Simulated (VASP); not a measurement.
# Co (P-3m1) in VASP: further runs

One crystal, Co, is run at these levels: LDA; tasks: single point.

Everything below comes from runs of VASP 6.6.1. Logs are shortened: lines on timing, memory, paths and dates and some standing lists are left out, and cuts for length are marked.

## 1. The structure

Symmetry: P-3m1, No. 164, trigonal system. The conventional cell has a = 2.487 Å, b = 2.487 Å, c = 4.063 Å, α = 90.00°, β = 90.00°, γ = 120.00°. Co (site symmetry 3m) has 12 Co at 2.42 to 2.55 Å as nearest neighbours.

## 2. Single point, LDA, collinear spin, ferromagnetic start

The input, INCAR:

```
PREC = Accurate
ENCUT = 460
EDIFF = 1E-6
ISMEAR = 0
SIGMA = 0.1
LREAL = False
LASPH = True
NELM = 100
ALGO = Normal
ISIF = 2
LWAVE = False
LCHARG = False
ISPIN = 2
MAGMOM = 2 2
LORBIT = 11
LMAXMIX = 4
GGA = CA
NBANDS = 20
ADDGRID = False
```

The input, KPOINTS:

```
Automatic mesh
0
Gamma
  19 19 10
```

The input, POSCAR:

```
Co
1.0
    2.4873648738      0.0000000000      0.0000000000
   -1.2436824369      2.1541211692      0.0000000000
    0.0000000000      0.0000000000      4.0632895034
Co
2
Direct
    0.3333333333      0.6666666667      0.7401390000
    0.6666666667      0.3333333333      0.2598610000
```

Potentials or basis: VASP PAW LDA potentials, release 64 (Co).

Command:

```
> cat potpaw_LDA.64/Co/POTCAR > POTCAR
> mpirun -np 1 vasp_std > vasp.out
```

OUTCAR:

```text
PREC = Accurate
   ENCUT = 460
   EDIFF = 1E-6
   ISMEAR = 0
   LREAL = False
   LASPH = True
   NELM = 100
   ISIF = 2
   ISPIN = 2
   LORBIT = 11
   GGA = CA

 Found    360 irreducible k-points:

 Following reciprocal coordinates:
            Coordinates               Weight
  0.000000  0.000000  0.000000      1.000000
  0.052632 -0.000000  0.000000      6.000000
  0.105263 -0.000000  0.000000      6.000000
  0.157895 -0.000000  0.000000      6.000000
  0.210526 -0.000000  0.000000      6.000000
  0.263158 -0.000000  0.000000      6.000000
   k-points           NKPTS =    360   k-points in BZ     NKDIM =    360   number of bands    NBANDS=     20
   number of dos      NEDOS =    301   number of ions     NIONS =      2
   total plane-waves  NPLWV =   9072
   dimension x,y,z NGX =    18 NGY =   18 NGZ =   28
   dimension x,y,z NGXF=    36 NGYF=   36 NGZF=   56
   ions per type =               2
   NGX,Y,Z   is equivalent  to a cutoff of  12.03, 12.03, 11.46 a.u.
   NGXF,Y,Z  is equivalent  to a cutoff of  24.06, 24.06, 22.91 a.u.
 SYSTEM =  unknown system
   PREC   = accura    normal or accurate (medium, high low for compatibility)
   ISTART =      0    job   : 0-new  1-cont  2-samecut
   ICHARG =      2    charge: 1-file 2-atom 10-const
   ISPIN  =      2    spin polarized calculation?
   LNONCOLLINEAR =      F non collinear calculations
   LSORBIT =      F    spin-orbit coupling
   LASPH  =      T    aspherical Exc in radial PAW
   ENCUT  =  460.0 eV  33.81 Ry    5.81 a.u.   4.35  4.35  7.11*2*pi/ulx,y,z
   NELM   =    100;   NELMIN=  2; NELMDL= -5     # of ELM steps
   EDIFF  = 0.1E-05   stopping-criterion for ELM
   LREAL  =      F    real-space projection
   EDIFFG = 0.1E-04   stopping-criterion for IOM
   NSW    =      0    number of steps for IOM
   IBRION =     -1    ionic relax: 0-MD 1-quasi-New 2-CG
   NFREE  =      0    steps in history (QN), initial steepest desc. (CG)
   ISIF   =      2    stress and relaxation
   ISYM   =      2    0-nonsym 1-usesym 2-fastsym
   POTIM  = 0.5000    time-step for ionic-motion
   TEBEG  =    0.0;   TEEND  =   0.0 temperature during run
   PSTRESS=    0.0 pullay stress
   NELECT =      18.0000    total number of electrons
   NUPDOWN=      -1.0000    fix difference up-down
   EMIN   =  10.00;   EMAX   =-10.00  energy-range for DOS
   EFERMI =   0.00;   METHOD = LEGACY
   ISMEAR =     0;   SIGMA  =   0.10  broadening in eV -4-tet -1-fermi 0-gaus
   EFERMI_NEDOS =   21; number of points for ismear=-14 and -15
   IALGO  =     38    algorithm
   IMIX   =      4    mixing-type and parameters
     AMIX     =   0.40;   BMIX     =  1.00
     AMIX_MAG =   1.60;   BMIX_MAG =  1.00
  volume/ion in A,a.u.               =      10.89        73.46
  Fermi-wavevector in a.u.,A,eV,Ry     =   1.536514  2.903591 32.121660  2.360875
  Thomas-Fermi vector in A             =   2.643152
   LORBIT       =     11    0 simple, 1 ext, 2 COOP (PROOUT), +10 PAW based schemes
   GGA     = CA    functional components
   LHFCALC =     F    Hartree Fock is set to
   AEXX    =    0.0000 exact exchange contribution
   IVDW    =     0    specifies the selected vdW correction
   LEPSILON=     F    determine dielectric tensor
   LRPA    =     F    only Hartree local field effects (RPA)
 spin polarized calculation
 Gauss-broadening in eV      SIGMA  =   0.10
  energy-cutoff  :      460.00
  volume of cell :       21.77
 maximum number of plane-waves:       525
 NGX is ok and might be reduce to    18
   NGX =  9   NGY =  9   NGZ = 15

 number of electron      18.0000003 magnetization       3.1010579

 Free energy of the ion-electron system (eV)
  ---------------------------------------------------
  ext. energy  EPLUGINS =         0.00000000
  ---------------------------------------------------
  free energy    TOTEN  =       -16.11744082 eV

  energy without entropy =      -16.10825466  energy(sigma->0) =      -16.11284774

 E-fermi :   9.8594     XC(G=0): -13.7143

 val. band max:        9.8589435763   @ k =   0.2105   0.2105   0.4000
 cond. band min:       9.8619498189   @ k =  -0.0526   0.1579   0.2000
 fundamental gap:      0.0030062426
 Fermi energy:         9.8594017393

 spin component 1

 k-point     1 :       0.0000    0.0000    0.0000
  band No.  band energies     occupation
      1       0.9732      1.00000
      2       4.7952      1.00000
      3       7.3502      1.00000
      4       7.4145      1.00000
      5       7.4145      1.00000
      6       7.7054      1.00000
      7       7.7054      1.00000
      8       8.1458      1.00000
      9       8.1458      1.00000
     10       9.2216      1.00000
     11       9.2216      1.00000
     12       9.7134      0.98050
     13      16.0815      0.00000
     14      31.9380      0.00000
     15      34.4797      0.00000
     16      34.4797      0.00000
     17      34.8541      0.00000
     18      35.1158      0.00000
     19      35.8791      0.00000
     20      35.8791      0.00000

 k-point     2 :       0.0526   -0.0000    0.0000
  band No.  band energies     occupation
      1       1.0712      1.00000
      2       4.8567      1.00000
      3       7.2468      1.00000
      4       7.4607      1.00000
      5       7.5041      1.00000
      6       7.6804      1.00000
      7       7.7424      1.00000
      8       8.0960      1.00000
      9       8.1212      1.00000
     10       8.6978      1.00000
     11       9.2341      1.00000
     12      10.3527      0.00000
     13      16.0984      0.00000
     14      31.2283      0.00000
     15      32.9488      0.00000
     16      33.3003      0.00000
     17      35.0254      0.00000
     18      35.5229      0.00000
     19      37.1524      0.00000
     20      37.6411      0.00000

 k-point     3 :       0.1053   -0.0000    0.0000
  band No.  band energies     occupation
      1       1.3611      1.00000
      2       5.0298      1.00000
      3       7.0871      1.00000
      4       7.5702      1.00000
      5       7.5952      1.00000
      6       7.6651      1.00000
      7       7.8323      1.00000
      8       7.8364      1.00000
      9       8.0692      1.00000
     10       8.2496      1.00000
     11       9.2659      1.00000
     12      11.2721      0.00000
     13      16.1522      0.00000
[... 62 lines left out ...]
      7       7.8139      1.00000
      8       8.4049      1.00000
      9       8.4144      1.00000
     10       8.6181      1.00000
     11       9.3785      1.00000
     12      14.5355      0.00000
     13      16.6209      0.00000
     14      22.0064      0.00000
     15      27.6084      0.00000
     16      29.3707      0.00000
     17      29.9151      0.00000
     18      33.5977      0.00000
     19      34.2578      0.00000
     20      37.7688      0.00000

 [... further k-points ...]

 spin component 2

 k-point     1 :       0.0000    0.0000    0.0000
  band No.  band energies     occupation
      1       1.1467      1.00000
      2       5.6806      1.00000
      3       8.7492      1.00000
      4       8.8353      1.00000
      5       8.8353      1.00000
      6       9.1550      1.00000
      7       9.1550      1.00000
      8       9.6888      0.99210
      9       9.6888      0.99210
     10       9.8872      0.34713
     11      10.8455      0.00000
     12      10.8455      0.00000
     13      17.0314      0.00000
     14      31.9653      0.00000
     15      34.8963      0.00000
     16      34.8963      0.00000
     17      34.9594      0.00000
     18      35.1981      0.00000
     19      36.2959      0.00000
     20      36.2959      0.00000

 k-point     2 :       0.0526   -0.0000    0.0000
  band No.  band energies     occupation
      1       1.2450      1.00000
      2       5.7487      1.00000
      3       8.6340      1.00000
      4       8.8853      1.00000
      5       8.9277      1.00000
      6       9.1233      1.00000
      7       9.1943      1.00000
      8       9.4760      1.00000
      9       9.6611      0.99748
     10       9.6811      0.99416
     11      10.8600      0.00000
     12      11.3296      0.00000
     13      17.0414      0.00000
     14      31.3850      0.00000
     15      33.2557      0.00000
     16      33.7156      0.00000
     17      35.1076      0.00000
     18      35.6958      0.00000
     19      37.5663      0.00000
     20      37.9946      0.00000

 k-point     3 :       0.1053   -0.0000    0.0000
  band No.  band energies     occupation
      1       1.5364      1.00000
      2       5.9422      1.00000
      3       8.4397      1.00000
      4       8.8646      1.00000
      5       9.0019      1.00000
      6       9.0315      1.00000
      7       9.1365      1.00000
      8       9.2946      1.00000
      9       9.6012      0.99987
     10       9.6025      0.99986
     11      10.8969      0.00000
     12      12.1784      0.00000
     13      17.0742      0.00000
     14      29.4647      0.00000
     15      32.1322      0.00000
     16      32.3676      0.00000
     17      35.1268      0.00000
     18      36.2804      0.00000
     19      36.4347      0.00000
     20      39.3917      0.00000

 k-point     4 :       0.1579   -0.0000    0.0000
  band No.  band energies     occupation
      1       2.0098      1.00000
      2       6.2247      1.00000
      3       8.1671      1.00000
      4       8.3841      1.00000
      5       8.8937      1.00000
      6       9.2519      1.00000
      7       9.2967      1.00000
      8       9.3459      1.00000
      9       9.4922      1.00000
     10       9.6412      0.99898
     11      10.9431      0.00000
     12      13.1442      0.00000
     13      17.1383      0.00000
     14      27.1068      0.00000
     15      30.6195      0.00000
     16      31.8468      0.00000
     17      33.8269      0.00000
     18      35.4632      0.00000
     19      36.6110      0.00000
     20      38.7039      0.00000

 k-point     5 :       0.2105   -0.0000    0.0000
  band No.  band energies     occupation
      1       2.6441      1.00000
      2       6.5213      1.00000
      3       7.7746      1.00000
      4       8.0989      1.00000
      5       8.7735      1.00000
      6       9.2161      1.00000
      7       9.3480      1.00000
      8       9.5528      0.99999
      9       9.5802      0.99996
     10       9.8659      0.46334
     11      10.9877      0.00000
     12      14.1925      0.00000
     13      17.2438      0.00000
     14      24.7611      0.00000
     15      29.2223      0.00000
     16      31.2596      0.00000
     17      31.7432      0.00000
     18      35.0321      0.00000
     19      35.5061      0.00000
     20      38.7631      0.00000

 k-point     6 :       0.2632   -0.0000    0.0000
  band No.  band energies     occupation
      1       3.4033      1.00000
      2       6.7116      1.00000
      3       7.3961      1.00000
      4       7.9526      1.00000
      5       8.7198      1.00000
      6       9.0800      1.00000
      7       9.2044      1.00000
      8       9.8763      0.40563
      9       9.9275      0.16788
     10      10.1583      0.00001
     11      11.0247      0.00000
     12      15.3096      0.00000
     13      17.3859      0.00000
     14      22.5587      0.00000
     15      27.9674      0.00000
     16      29.7224      0.00000
     17      30.3412      0.00000
     18      34.0633      0.00000
     19      34.3814      0.00000
     20      38.2023      0.00000

 [... further k-points ...]

------------------------ aborting loop because EDIFF is reached ----------------------------------------

  FORCE on cell =-STRESS in cart. coord.  units (eV):
  Direction    XX          YY          ZZ          XY          YZ          ZX
  --------------------------------------------------------------------------------------
  -------------------------------------------------------------------------------------
  Total       -2.4468906     -2.4468906     -2.7514557      0.0000000     -0.0000000      0.0000000
  in kB     -180.0684958   -180.0684958   -202.4816711      0.0000000     -0.0000000      0.0000000
  external PRESSURE =    -187.5395543 kB  Pullay stress =       0.0000000 kB

 VOLUME and BASIS-vectors are now :
 -----------------------------------------------------------------------------
  energy-cutoff  :      460.00
  volume of cell :       21.77
      direct lattice vectors                 reciprocal lattice vectors
     2.487364874  0.000000000  0.000000000     0.402031889  0.232113220  0.000000000
    -1.243682437  2.154121169  0.000000000     0.000000000  0.464226439  0.000000000
     0.000000000  0.000000000  4.063289503     0.000000000  0.000000000  0.246106018

 POSITION                                       TOTAL-FORCE (eV/Angst)
 -----------------------------------------------------------------------------------
     -0.00000      1.43608      3.00740        -0.000000      0.000000      0.408164
      1.24368      0.71804      1.05589         0.000000     -0.000000     -0.408164
 -----------------------------------------------------------------------------------
    total drift:                                0.000000     -0.000000     -0.000000

  FREE ENERGIE OF THE ION-ELECTRON SYSTEM (eV)
  ---------------------------------------------------
  free  energy   TOTEN  =       -16.1174408169 eV

  energy  without entropy=      -16.1082546609  energy(sigma->0) =      -16.11284774

 total charge

# of ion       s       p       d       tot
------------------------------------------
    1        0.488   0.515   7.279   8.283
    2        0.488   0.515   7.279   8.283
--------------------------------------------------
tot          0.977   1.029  14.559  16.565

 magnetization (x)

# of ion       s       p       d       tot
------------------------------------------
    1       -0.013  -0.039   1.607   1.555
    2       -0.013  -0.039   1.607   1.555
--------------------------------------------------
tot         -0.026  -0.079   3.214   3.109
```

Run time: 98 s. Hardware: 1 thread of Intel Xeon 6975P-C (Granite Rapids), shared host; peak memory 0.28 GiB.

The run converged, but some of its settings lie outside the range that counts as converged, so its numbers aren't taken as properties of the crystal.

Results:

```
Free energy                                           : -16.1174 eV
Pressure                                              : -18.8 GPa
Largest force                                         : 0.408 eV/Å
Band gap on the k mesh                                : none (metal or under the smearing width)
Net moment                                            : 3.10 μB per cell
Site moments                                          : Co +1.55 μB
Valence electrons inside the program's atomic spheres : Co 8.28
```

## 3. Single point, LDA, collinear spin, ferromagnetic start

INCAR is that of step 2.

KPOINTS is that of step 2.

The input, POSCAR:

```
Co
1.0
    2.4873648738      0.0000000000      0.0000000000
   -1.2436824369      2.1541211692      0.0000000000
    0.0000000000      0.0000000000      4.0632895034
Co
2
Direct
    0.3275520000      0.6759820000      0.7288160000
    0.6891290000      0.3188900000      0.2643300000
```

Potentials or basis: VASP PAW LDA potentials, release 64 (Co).

Command:

```
> cat potpaw_LDA.64/Co/POTCAR > POTCAR
> mpirun -np 1 vasp_std > vasp.out
```

It took 8 min on 1 thread of Intel Xeon 6975P-C (Granite Rapids), shared host; peak memory 0.92 GiB.

The run converged, but some of its settings lie outside the range that counts as converged, so its numbers aren't taken as properties of the crystal.

What came out:

- Free energy: -16.0613 eV
- Pressure: -16.4 GPa
- Largest force: 0.921 eV/Å
- Band gap on the k mesh: none (metal or under the smearing width)
- Net moment: 3.12 μB per cell
- Site moments: Co +1.56 μB
- Valence electrons inside the program's atomic spheres: Co 8.30

## 4. Single point, LDA, collinear spin, ferromagnetic start

Changes to INCAR since step 3:

```diff
@@ -3,3 +3,3 @@
 EDIFF = 1E-6
-ISMEAR = 0
+ISMEAR = 1
 SIGMA = 0.1
```

KPOINTS is that of step 3.

The input, POSCAR:

```
Co
1.0
    2.4873648738      0.0000000000      0.0000000000
   -1.2436824369      2.1541211692      0.0000000000
    0.0000000000      0.0000000000      4.0632895034
Co
2
Direct
    0.3333333333      0.6666666667      0.7401390000
    0.6666666667      0.3333333333      0.2598610000
```

Command:

```
> cat potpaw_LDA.64/Co/POTCAR > POTCAR
> mpirun -np 1 vasp_std > vasp.out
```

Run time: 95 s. Hardware: 1 thread of Intel Xeon 6975P-C (Granite Rapids), shared host; peak memory 0.27 GiB.

The run converged, but some of its settings lie outside the range that counts as converged, so its numbers aren't taken as properties of the crystal.

Results:

| Item | Value |
| --- | --- |
| Free energy | -16.1128 eV |
| Pressure | -18.8 GPa |
| Largest force | 0.405 eV/Å |
| Band gap on the k mesh | none (metal or under the smearing width) |
| Net moment | 3.10 μB per cell |
| Site moments | Co +1.55 μB |
| Valence electrons inside the program's atomic spheres | Co 8.28 |

## 5. Single point, LDA, collinear spin, ferromagnetic start

INCAR is that of step 4.

KPOINTS is that of step 4.

The input, POSCAR:

```
Co
1.0
    2.4873648738      0.0000000000      0.0000000000
   -1.2436824369      2.1541211692      0.0000000000
    0.0000000000      0.0000000000      4.0632895034
Co
2
Direct
    0.3275520000      0.6759820000      0.7288160000
    0.6891290000      0.3188900000      0.2643300000
```

Command:

```
> cat potpaw_LDA.64/Co/POTCAR > POTCAR
> mpirun -np 1 vasp_std > vasp.out
```

It took 7.8 min on 1 thread of Intel Xeon 6975P-C (Granite Rapids), shared host; peak memory 0.92 GiB.

The run converged, but some of its settings lie outside the range that counts as converged, so its numbers aren't taken as properties of the crystal.

What came out:

| Property | Result |
| --- | --- |
| Free energy | -16.0566 eV |
| Pressure | -16.5 GPa |
| Largest force | 0.919 eV/Å |
| Band gap on the k mesh | none (metal or under the smearing width) |
| Net moment | 3.12 μB per cell |
| Site moments | Co +1.56 μB |
| Valence electrons inside the program's atomic spheres | Co 8.30 |

## 6. Single point, LDA, collinear spin, ferromagnetic start

Changes to INCAR since step 5:

```diff
@@ -1,5 +1,5 @@
 PREC = Accurate
-ENCUT = 460
+ENCUT = 520
 EDIFF = 1E-6
-ISMEAR = 1
+ISMEAR = -1
 SIGMA = 0.1
```

KPOINTS is that of step 5.

The input, POSCAR:

```
Co
1.0
    2.4873648738      0.0000000000      0.0000000000
   -1.2436824369      2.1541211692      0.0000000000
    0.0000000000      0.0000000000      4.0632895034
Co
2
Direct
    0.3333333333      0.6666666667      0.7401390000
    0.6666666667      0.3333333333      0.2598610000
```

Potentials or basis: VASP PAW LDA potentials, release 64 (Co).

Command:

```
> cat potpaw_LDA.64/Co/POTCAR > POTCAR
> mpirun -np 1 vasp_std > vasp.out
```

Wall time 1.7 min (1 thread of Intel Xeon 6975P-C (Granite Rapids), shared host); peak memory 0.3 GiB.

These settings aren't checked as converged: the numbers below hold their error.

What came out:

- Free energy: -16.1438 eV
- Pressure: -18.5 GPa
- Largest force: 0.423 eV/Å
- Band gap on the k mesh: none (metal or under the smearing width)
- Net moment: 3.09 μB per cell
- Site moments: Co +1.55 μB
- Valence electrons inside the program's atomic spheres: Co 8.28
